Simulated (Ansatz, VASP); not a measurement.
Pb in VASP and in Ansatz

```
CELL_PARAMETERS angstrom
-1.95562 1.95562 1.95562
1.95562 -1.95562 1.95562
1.95562 1.95562 -1.95562
ATOMIC_POSITIONS crystal
Pb 0.00000 0.00000 0.00000
```

Alike in both runs: functional PBEsol; k mesh 11 × 11 × 11; occupations fermi-dirac, width 0.1 eV; no spin polarisation.

Ansatz relaxed the structure, and its values are those at the end. VASP's run is a single point on that final structure, the one shown.

|  | VASP | Ansatz |
| --- | --- | --- |
| version | VASP 6.6.1 | Ansatz 0.2.0 |
| potentials or method | VASP PAW PBE potentials, release 64 (Pb_d) | plane waves (420 eV) with PAW, scalar-relativistic |
| plane-wave cutoff (eV) | 520 | 420 |
| valence electrons in the cell | 14 | 14 |

|  | VASP | Ansatz | Ansatz less VASP |
| --- | --- | --- | --- |
| pressure (GPa) | -0.1 | 0.0 | +0.08 |

With one functional, cell and mesh, what is left measures potentials, basis and numerics. Ansatz warned: «pseudo_functional_mismatch».

Caveats: the PAW data sets were made with another functional, which shifts forces and pressure a little (VASP). Spin-orbit coupling is left out, which matters for the levels of Pb.
